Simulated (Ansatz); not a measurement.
Set up this calculation in Ansatz 0.2.0, as the native input.

| Quantity | Value |
| --- | --- |
| Task | relaxation of cell and atoms |
| Functional | PBEsol |
| Potentials or basis | Ansatz PAW |
| Cutoff | 420 eV (not typed: the program's choice for these potentials) |
| k mesh | 9 × 9 × 9 |
| Occupations | fermi-dirac, width 0.05 eV |
| Spin | no spin polarisation |
| Target pressure | 20 GPa |
| Target pressure (GPa) | 20 |

Ti3O4:

```
Ti O
1.0
    -2.06591    2.06591    4.08913
     2.06591   -2.06591    4.08913
     2.06591    2.06591   -4.08913
Ti O
3 4
Direct
  0.75000 0.25000 0.50000
  0.50000 0.50000 0.00000
  0.25000 0.75000 0.50000
  0.75588 0.75588 0.00000
  0.50000 0.00000 0.50000
  0.24412 0.24412 0.00000
  0.00000 0.50000 0.50000
```

The cell comes from a database or a generator and needn't be the stable form of this composition.

One way to write it, as run:

input.yaml

```yaml
crystal:
  lattice:
    - [-2.06590889, 2.06590889, 4.08913398]
    - [2.06590889, -2.06590889, 4.08913398]
    - [2.06590889, 2.06590889, -4.08913398]
  atoms:
    - { symbol: Ti, position: [0.75, 0.25, 0.5] }
    - { symbol: Ti, position: [0.5, 0.5, 0.0] }
    - { symbol: Ti, position: [0.25, 0.75, 0.5] }
    - { symbol: O, position: [0.75588486, 0.75588486, 0.0] }
    - { symbol: O, position: [0.5, 0.0, 0.5] }
    - { symbol: O, position: [0.24411514, 0.24411514, 0.0] }
    - { symbol: O, position: [0.0, 0.5, 0.5] }
hamiltonian:
  xc: pbesol
  pseudopotentials: { kind: paw }
kpoints:
  mp_grid: { grid: [9, 9, 9] }
scf:
  occupations: { method: fermi_dirac, width: 0.05 }
output:
  forces: true
  stress: true
  eigenvalues: true
relax:
  f_tol: 0.01
  max_steps: 40
  cell: { stress_tol: 0.05, p_target: 20.0 }
```

Potentials or basis: Ansatz PAW.

Launch:

```console
$ ansatz run input.yaml --threads 4 --pin off --max-ram 11264MiB --backend cpu --events-out ev --progress --plain --runs-dir out
```

Results of the run:

- Relaxed volume: 9.04 Å³/atom
- Relaxed cell: a = 4.855 Å, b = 4.855 Å, c = 4.855 Å, α = 131.27°, β = 131.27°, γ = 71.38°
- Space group after relaxing (to 0.05 Å): I4/mmm (No. 139)
- Energy change on relaxing (the enthalpy is what falls): +35.2 meV/atom
- Ionic steps: 8
- Pressure after relaxing: 20.0 GPa
- Band gap on the k mesh: none (metal or under the smearing width)

Caveat: the plane-wave basis is chosen anew once the cell has moved, so the energies of steps on either side of that aren't comparable; the pressure holds a Pulay correction of +0.8 GPa for the finite cutoff; semilocal functionals often make such compounds metallic where correlation or magnetic order opens a gap, which also shifts bond lengths; the PAW data sets come from PBE, with cores solved anew for the run's functional, which leaves a small shift of forces and pressure.

It took 24 s on 4 threads of Arm Neoverse V2, on a shared host, peak memory 0.47 GiB.
